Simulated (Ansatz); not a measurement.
**Property card for MnS**

Level of theory: DFT PBE, scalar-relativistic, plane waves, PAW (Ansatz).

Settings: cutoff 420 eV, Γ-centred mesh 14×14×14 on the computed 2-atom cell, Gaussian smearing of 0.10 eV; collinear spin from starting moments 4.42 0.14 μB.

The structure is relaxed at this level of theory with its symmetry kept.

```xyz
2
Lattice="0.0000 2.5476 2.5476 2.5476 0.0000 2.5476 2.5476 2.5476 0.0000" Properties=species:S:1:pos:R:3 pbc="T T T"
Mn    0.0000    0.0000    0.0000
S     2.5476    2.5476    2.5476
```

```json
{"Space group": "Fm-3m (No. 225)", "Volume per atom": "111.6 bohr³", "Formation energy from the elements' standard states (uncorrected)": "-0.464 eV/atom", "Kohn–Sham band gap": "none (metal)", "Density of states at the Fermi level": "1.01 states/eV per cell", "Löwdin character within 0.5 eV of the Fermi level": "Mn 3d 69 %, S 3p 25 %, unprojected 5 %", "Bulk modulus": "62 GPa", "Its pressure derivative": "8.5", "Bader charges (e)": "Mn (1 in the cell) 1.15, S (1 in the cell) -1.15", "Total moment": "4.48 μB per cell", "Site moments (μB; atoms counted from 1 over the whole cell)": "Mn (atom 1) 4.02, S (atom 2) 0.12"}
```

Only this magnetic start was tried.